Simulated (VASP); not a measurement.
A run of VASP 6.6.1:

The input run.py:

```python
from ase.calculators.vasp import Vasp
from ase.dft.bandgap import bandgap
from ase.io import read

atoms = read('CoO.cif', primitive_cell=True, subtrans_included=False)
atoms.set_initial_magnetic_moments([2.0, 0.0])
calc = Vasp(
    directory='calc',
    xc='rpbe',
    pp='PBE',
    setups='minimal',
    prec='Accurate',
    encut=500,
    ediff=1e-07,
    ismear=0,
    sigma=0.02,
    lreal=False,
    lasph=True,
    nelm=150,
    algo='Normal',
    isif=2,
    lwave=False,
    lcharg=False,
    ispin=2,
    lorbit=11,
    lmaxmix=4,
    kpts=[10, 10, 10],
    gamma=True,
    nbands=18,
)
atoms.calc = calc

print('energy (eV):', atoms.get_potential_energy())
print('free energy (eV):', atoms.get_potential_energy(force_consistent=True))
print('forces (eV/A):')
print(atoms.get_forces())
print('stress (eV/A^3, Voigt):', atoms.get_stress())
print('Fermi level (eV):', calc.get_fermi_level())
print('moment (muB):', atoms.get_magnetic_moment())
print('site moments (muB):', atoms.get_magnetic_moments())
gap, top, bottom = bandgap(calc)
print('band gap (eV):', gap, 'from (spin, k, band)', top, 'to', bottom)
```

The input CoO.cif:

```cif
data_CoO
_cell_length_a 3.20443968
_cell_length_b 3.20443968
_cell_length_c 7.69941267
_cell_angle_alpha 90.00000000
_cell_angle_beta 90.00000000
_cell_angle_gamma 120.00000000
_space_group_name_H-M_alt 'R3m'
_space_group_name_Hall 'R 3 -2"'
_space_group_IT_number 160
loop_
_space_group_symop_operation_xyz
'x,y,z'
'-y,x-y,z'
'-x+y,-x,z'
'-y,-x,z'
'-x+y,y,z'
'x,x-y,z'
'x+2/3,y+1/3,z+1/3'
'-y+2/3,x-y+1/3,z+1/3'
'-x+y+2/3,-x+1/3,z+1/3'
'-y+2/3,-x+1/3,z+1/3'
'-x+y+2/3,y+1/3,z+1/3'
'x+2/3,x-y+1/3,z+1/3'
'x+1/3,y+2/3,z+2/3'
'-y+1/3,x-y+2/3,z+2/3'
'-x+y+1/3,-x+2/3,z+2/3'
'-y+1/3,-x+2/3,z+2/3'
'-x+y+1/3,y+2/3,z+2/3'
'x+1/3,x-y+2/3,z+2/3'
loop_
_atom_site_label
_atom_site_type_symbol
_atom_site_symmetry_multiplicity
_atom_site_Wyckoff_symbol
_atom_site_fract_x
_atom_site_fract_y
_atom_site_fract_z
_atom_site_occupancy
Co1 Co 3 a 0.3333333333 0.6666666667 0.6656449867 1
O1 O 3 a 0.3333333333 0.6666666667 0.4176876967 1
```

Potentials or basis: VASP PAW PBE potentials, release 64 (Co, O).

Run with:

```bash
$ python run.py
```

Hardware: 1 thread of AMD EPYC 7R43 64-Core Processor (Zen 3), with other jobs on the host.

Q: How long does it take, and how much memory?

A: Run time: 3.4 min on 1 thread of AMD EPYC 7R43 64-Core Processor (Zen 3), on a shared host, peak memory 0.15 GiB. Counts: scf iterations 18, k points 116.
